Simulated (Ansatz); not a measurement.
Theory: DFT PBE, scalar-relativistic, plane waves, PAW (Ansatz). All cells share a 420 eV cutoff and Γ-centred k meshes spaced at most about 0.3 Å⁻¹ (about 0.25 or finer for metals, 2π included). No spin polarisation.

Temperature and zero-point effects are left out.

Two relaxed structures of Al5Cu3:

A.

```cif
data_structure
_symmetry_space_group_name_H-M 'P4/mmm'
_symmetry_Int_Tables_number 123
_cell_length_a 3.9167
_cell_length_b 3.9167
_cell_length_c 7.5314
_cell_angle_alpha 90.000
_cell_angle_beta 90.000
_cell_angle_gamma 90.000
_cell_volume 115.53
loop_
_atom_site_label
_atom_site_type_symbol
_atom_site_symmetry_multiplicity
_atom_site_Wyckoff_symbol
_atom_site_fract_x
_atom_site_fract_y
_atom_site_fract_z
_atom_site_occupancy
Al1 Al 4 i 0.00000 0.50000 0.26623 1
Al2 Al 1 a 0.00000 0.00000 0.00000 1
Cu1 Cu 1 b 0.00000 0.00000 0.50000 1
Cu2 Cu 1 c 0.50000 0.50000 0.00000 1
Cu3 Cu 1 d 0.50000 0.50000 0.50000 1
```

B.

```cif
data_structure
_symmetry_space_group_name_H-M 'R-3m:H'
_symmetry_Int_Tables_number 166
_cell_length_a 4.1206
_cell_length_b 4.1206
_cell_length_c 25.1020
_cell_angle_alpha 90.000
_cell_angle_beta 90.000
_cell_angle_gamma 120.000
_cell_volume 369.12
loop_
_atom_site_label
_atom_site_type_symbol
_atom_site_symmetry_multiplicity
_atom_site_Wyckoff_symbol
_atom_site_fract_x
_atom_site_fract_y
_atom_site_fract_z
_atom_site_occupancy
Al1 Al 6 c 0.66667 0.33333 0.13380 1
Al2 Al 3 a 0.00000 0.00000 0.00000 1
Al3 Al 6 c 0.33333 0.66667 0.07061 1
Cu1 Cu 3 b 0.33333 0.66667 0.16667 1
Cu2 Cu 6 c 0.00000 0.00000 0.30157 1
```

Question: Which form is favoured at zero pressure, and by what margin per atom?

Answer: B is lower, by 102 meV/atom. A has Al and Cu ordered on fcc sites, space group P4/mmm (No. 123), 14.4 Å³/atom and no gap on its mesh; B has space group R-3m (No. 166), 15.4 Å³/atom and no gap. Counting all near atoms (those within 1.25 times the shortest distance at each site; a plus sign parts nearer from farther groups; a slash parts the counts of unlike sites), A has Al 12, Cu 12 and B has Al 4+6/5+6/6+6, Cu 8/8+3. The lower one is the more open, so pressure narrows the difference. Both come from invented guesses.

Cells relaxed within their symmetry can be saddle points.
